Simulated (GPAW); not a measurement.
Pd:

```
CELL_PARAMETERS angstrom
-1.57228 1.57228 1.57228
1.57228 -1.57228 1.57228
1.57228 1.57228 -1.57228
ATOMIC_POSITIONS crystal
Pd 0.00000 0.00000 0.00000
```

This isn't the form of Pd at room conditions, which is fcc.

```yaml
Program: GPAW 26.7.0
Task: single point
Functional: PBE
Potentials_or_basis: GPAW PAW data sets (gpaw-data 1.2.1)
Cutoff: 600 eV
Basis: pw
k_mesh: 12 × 12 × 12
Occupations: fermi-dirac, width 0.05 eV
Spin: no spin polarisation
```

On this cell: pressure -1.1 GPa; band gap on the k mesh none (metal or under the smearing width).

The same run follows on a disturbed copy (cell strained at random at fixed volume):

```
Pd
1.0
    -1.59918    1.54912    1.62845
     1.60297   -1.50854    1.59166
     1.57790    1.48727   -1.58787
Pd
1
Cartesian
  -0.0415 0.0035 0.0387
```

What does the disturbed cell give?

The energy (extrapolated to zero smearing) moves by +0.5 meV/atom; pressure -1.0 GPa; band gap on the k mesh none (metal or under the smearing width).

Stress tensor (GPa, compression positive):
```
-0.74  1.25 -0.43
 1.25 -1.97 -2.44
-0.43 -2.44 -0.36
```
